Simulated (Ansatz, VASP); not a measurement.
Pd in VASP and in Ansatz

INCAR

```
ALGO = Fast ; EDIFF = 1E-6
ENCUT = 520 ; GGA = PS
ISIF = 2 ; ISMEAR = 0
LASPH = True ; LCHARG = False
LREAL = False ; LWAVE = False
NBANDS = 11 ; NELM = 80
PREC = Accurate ; SIGMA = 0.15
```

KPOINTS

```
k-points
0
Gamma
  20 20 20
```

File POSCAR:

```
Pd
1.0
   -0.0388980000      1.9449000000      1.9449000000
    1.9060020000      0.0000000000      1.9060020000
    1.9449000000      1.9449000000     -0.0388980000
Pd
1
Direct
    0.0000000000      0.0000000000      0.0000000000
```

Input for Ansatz:

```yaml
crystal:
  lattice:
    - [-0.038898, 1.9449, 1.9449]
    - [1.906002, 0.0, 1.906002]
    - [1.9449, 1.9449, -0.038898]
  atoms:
    - { symbol: Pd, position: [0.0, 0.0, 0.0] }
basis:
  ecutwfc: 420
kpoints:
  mp_grid: { grid: [20, 20, 20] }
hamiltonian:
  xc: pbesol
scf:
  occupations: { method: gaussian, width: 0.15 }
output:
  forces: true
  stress: true
  eigenvalues: true
```

Change from the starting cell: strain -0.0400 x Voigt [0, 0, 0, 0, 1, 0], atoms carried along.

Alike in both runs: task single point; functional PBEsol; k mesh 20 × 20 × 20; occupations gaussian, width 0.15 eV; no spin polarisation.

```csv
,VASP,Ansatz
version,VASP 6.6.1,Ansatz 0.2.0
potentials or method,"VASP PAW PBE potentials, release 64 (Pd)","scalar-relativistic, plane waves, PAW"
plane-wave cutoff (eV),520,420
valence electrons in the cell,10,18
```

|  | VASP | Ansatz | Ansatz less VASP |
| --- | --- | --- | --- |
| gap on the k mesh at the Fermi level (eV) | none | none | - |
| pressure (GPa) | -2.1 | -1.8 | +0.31 |
| largest component of the traceless stress (GPa) | 3.12 | 3.14 | +0.010 |

A gap of «none» marks a metal or a gap that the smearing closes. The two sets of potentials don't hold the same shells in valence.

Caveats: the PAW data sets were made with another functional, which shifts forces and pressure a little (VASP).
